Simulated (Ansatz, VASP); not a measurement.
One calculation of ZnSe, two programs

```xyz
2
Lattice="0.0000 2.8338 2.8338 2.8338 0.0000 2.8338 2.8338 2.8338 0.0000" Properties=species:S:1:pos:R:3 pbc="T T T"
Zn    0.0000    0.0000    0.0000
Se    1.4169    1.4169    1.4169
```

Alike in both runs: task single point; functional PBEsol; k mesh 10 × 10 × 10; occupations gaussian, width 0.05 eV; no spin polarisation.

|  | VASP | Ansatz |
| --- | --- | --- |
| version | VASP 6.6.1 | Ansatz 0.2.0 |
| potentials or method | VASP PAW PBE potentials, release 64 (Zn, Se) | scalar-relativistic, plane waves, PAW |
| plane-wave cutoff (eV) | 520 | 420 |
| valence electrons in the cell | 18 | 28 |

```csv
,VASP,Ansatz,Ansatz less VASP
gap on the k mesh at the Fermi level (eV),1.17,1.17,-0.003
```

The two sets of potentials don't hold the same shells in valence.
